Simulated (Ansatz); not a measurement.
**O in Ansatz: convergence with smearing width**

Input of the first run (smearing width 0.3 eV); the others differ in this setting and in those tied to it:

The input input.yaml:

```yaml
crystal:
  lattice:
    - [2.4581945932, 0.0, 0.0]
    - [-1.2290972966, 2.1288589651, 0.0]
    - [0.0, 0.0, 7.80732624]
  atoms:
    - { symbol: O, position: [0.342804, 0.686022, 0.165232] }
    - { symbol: O, position: [0.654321, 0.314086, 0.827732] }
    - { symbol: O, position: [0.645675, 0.330863, 0.675464] }
    - { symbol: O, position: [0.328035, 0.678926, 0.327685] }
hamiltonian:
  xc: lda
  pseudopotentials: { kind: paw, source: jth, xc_functional: pbe }
kpoints:
  mp_grid: { grid: [9, 9, 3] }
scf:
  occupations: { method: fermi_dirac, width: 0.3 }
output:
  forces: true
  stress: true
  eigenvalues: true
```

Potentials or basis: JTH PAW.

Launch:

```bash
$ ansatz run input.yaml --threads 2 --pin off --max-ram 5632MiB --backend cpu --events-out ev --progress --plain --runs-dir out
```

The cell isn't the ideal one: atoms moved at random, drawn with an rms of 0.05 Å.

Hardware: 2 threads of Arm Neoverse V2 (shared host).

**Question.** The values tried are 0.3 eV, 0.2 eV, 0.15 eV, 0.1 eV, 0.05 eV, 0.025 eV, 0.01 eV, 0.005 eV, loosest first. From which on does the largest force stay within 0.005 eV/Å of the tightest run that finished?

**Answer.** From 0.1 eV on.

```tsv
smearing width	energy less the tightest run, at zero smearing (meV/atom)	pressure (GPa)	largest force (eV/Å)	SCF cycles	CPU time (s)	peak memory (GiB)
0.3 eV	3.65	-7.71	4.150	9	79	0.66
0.2 eV	2.92	-8.65	4.150	8	73	0.66
0.15 eV	2.09	-9.01	4.151	6	31	0.63
0.1 eV	0.90	-9.29	4.153	6	31	0.64
0.05 eV	-0.18	-9.42	4.156	7	38	0.63
0.025 eV	-0.16	-9.44	4.156	7	30	0.63
0.01 eV	-0.03	-9.44	4.156	11	39	0.64
0.005 eV	0.00	-9.44	4.157	15	44	0.64
```

Against the tightest run, the energy stays within 1 meV/atom from 0.1 eV on; the pressure stays within 0.1 GPa from 0.05 eV on. Narrower smearing needs a denser k mesh, so at a fixed mesh the narrowest width isn't the most accurate. The tightest run that finished is the yardstick and may itself not be fully converged.

Caveat, for the tightest run too: spin is off for a triplet molecule.
